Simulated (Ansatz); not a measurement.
Random displacements in SnSe

These are results of DFT r2SCAN, scalar-relativistic, plane waves, PAW in Ansatz, not measurements. Cutoff 500 eV, Γ-centred 4×8×6 k-points, Gaussian smearing of 0.05 eV. No spin polarisation. Energies are free energies at this smearing, counted from the undisturbed cell; pressure is positive in compression.

Reference structure (relaxed at this level):

```
Sn Se
1.0
    11.67937    0.00000    0.00000
     0.00000    4.12631    0.00000
     0.00000    0.00000    4.69273
Sn Se
4 4
Direct
  0.12007 0.25000 0.12405
  0.87993 0.75000 0.87595
  0.37993 0.75000 0.62405
  0.62007 0.25000 0.37595
  0.85213 0.25000 0.48813
  0.14787 0.75000 0.51187
  0.64787 0.75000 0.98813
  0.35213 0.25000 0.01187
```

After a displacement of all atoms with no net shift, the run gives ΔE = 52.2 meV/atom; stress (xx, yy, zz, yz, xz, xy; compression positive) (2.79, 0.43, -0.63, 0.52, -0.11, -0.37) GPa; gap on the mesh 0.86 eV.

| atom | Fx (eV/Å) | Fy | Fz |
| --- | --- | --- | --- |
| Sn1 | -0.427 | -0.059 | 0.412 |
| Sn2 | 0.196 | -0.076 | -0.172 |
| Sn3 | -0.160 | 0.044 | 0.328 |
| Sn4 | -0.939 | 0.561 | 0.844 |
| Se5 | 0.990 | 0.004 | 0.388 |
| Se6 | 0.484 | 0.195 | -0.452 |
| Se7 | -0.356 | -0.480 | -0.902 |
| Se8 | 0.212 | -0.190 | -0.446 |

**Question.** Which displacements (Å, in the unstrained cell) and strain were applied?

**Answer.**
```
atom ux uy uz
 Sn1   0.12   0.05  -0.16
 Sn2   0.03   0.07  -0.01
 Sn3  -0.10  -0.02  -0.09
 Sn4   0.06  -0.13  -0.08
 Se5  -0.12   0.04  -0.03
 Se6  -0.17  -0.08   0.13
 Se7   0.12  -0.01   0.10
 Se8   0.05   0.07   0.14
```
The cell is not strained.

Cost: 1 run of about 3.6 core-minutes, on Oxide Virtual Turin-like Processor (Zen 5) (shared hosts).